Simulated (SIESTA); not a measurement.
Y:

```xyz
1
Lattice="0.0000 2.5520 2.5520 2.5520 0.0000 2.5520 2.5520 2.5520 0.0000" Properties=species:S:1:pos:R:3 pbc="T T T"
Y     0.0000    0.0000    0.0000
```

This isn't the form of Y at room conditions, which is hcp.

```yaml
Program: SIESTA 5.4.2
Task: single point
Functional: PBE
Potentials_or_basis: PseudoDojo 0.4 standard (PBE files)
Basis: DZP (energy shift 0.003 Ry; two zetas on semicore shells)
Grid_cutoff: 800 Ry
Energy_shift: 0.003 Ry
k_mesh: 9 × 9 × 9
Occupations: fermi-dirac, width 0.05 eV
Spin: no spin polarisation
```

On this cell: pressure -0.7 GPa; band gap on the k mesh none (metal or under the smearing width).

The same run follows on a disturbed copy (cell strained at random at fixed volume):

```
Y
1.0
     0.02633    2.56043    2.58486
     2.55941    0.04610    2.56509
     2.57995    2.56119    0.02557
Y
1
Direct
  0.01034 0.99772 0.00314
```

Q: What changes?

A: The energy (extrapolated to zero smearing) moves by +2.3 meV/atom; pressure -0.7 GPa; band gap on the k mesh none (metal or under the smearing width).

Stress tensor (GPa, compression positive):
```
-0.79 -0.58 -0.09
-0.58 -0.58 -0.55
-0.09 -0.55 -0.84
```

Caveats: the basis of atomic orbitals isn't converged, which shifts pressures, moduli and gaps.
